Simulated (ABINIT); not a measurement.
Bi:

```xyz
1
Lattice="-1.9814 1.9814 1.9814 1.9814 -1.9814 1.9814 1.9814 1.9814 -1.9814" Properties=species:S:1:pos:R:3 pbc="T T T"
Bi    0.0000    0.0000    0.0000
```

This isn't the form of Bi at room conditions, which is rhombohedral.

Base run:

```yaml
Program: ABINIT 10.8.3 (patched build)
Functional: SCAN
Potentials_or_basis: JTH PAW PBE v2.0
Cutoff: 707 eV
k_mesh: 9 × 9 × 9
Occupations: fermi-dirac, width 0.05 eV
Spin: no spin polarisation
```

Its results: band gap on the k mesh none (metal or under the smearing width); pressure -1.8 GPa.

Q: The run is repeated on the same cell with these changes: functional from SCAN to r2SCAN; k mesh from 9 × 9 × 9 to 4 × 4 × 4. What comes out?

A: Band gap on the k mesh none (metal or under the smearing width); pressure 1.1 GPa.

Several settings changed at once, so the effect can't be laid on one alone.

Caveats: some runs use coarse meshes; the PAW data sets were made with another functional, which shifts forces and pressure a little; spin-orbit coupling is left out, which moves the levels of the heavy elements.
